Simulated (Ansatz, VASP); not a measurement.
# Two plane-wave programs on B

```
B
1.0
     1.70243    0.00000    0.00000
    -0.85122    1.47435    0.00000
     0.00000    0.00000    3.63542
B
1
Direct
  0.00000 0.00000 0.00000
```

This isn't the form of B at room conditions, which is rhombohedral.

Alike in both runs: task single point; functional LDA; k mesh 12 × 12 × 6; occupations gaussian, width 0.1 eV; no spin polarisation.

|  | VASP | Ansatz |
| --- | --- | --- |
| version | VASP 6.6.1 | Ansatz 0.2.0 |
| potentials or method | VASP PAW LDA potentials, release 64 (B) | scalar-relativistic, plane waves, PAW |
| plane-wave cutoff (eV) | 520 | 420 |
| valence electrons in the cell | 3 | 3 |

VASP gave:

```
gap on the k mesh at the Fermi level (eV)       : none
pressure (GPa)                                  : -1.3
largest component of the traceless stress (GPa) : 1.21
```

Question: What did Ansatz give for the same quantities?

Answer: gap on the k mesh at the Fermi level (eV): none; pressure (GPa): -1.3; largest component of the traceless stress (GPa): 1.40.

A gap of «none» marks a metal or a gap that the smearing closes.
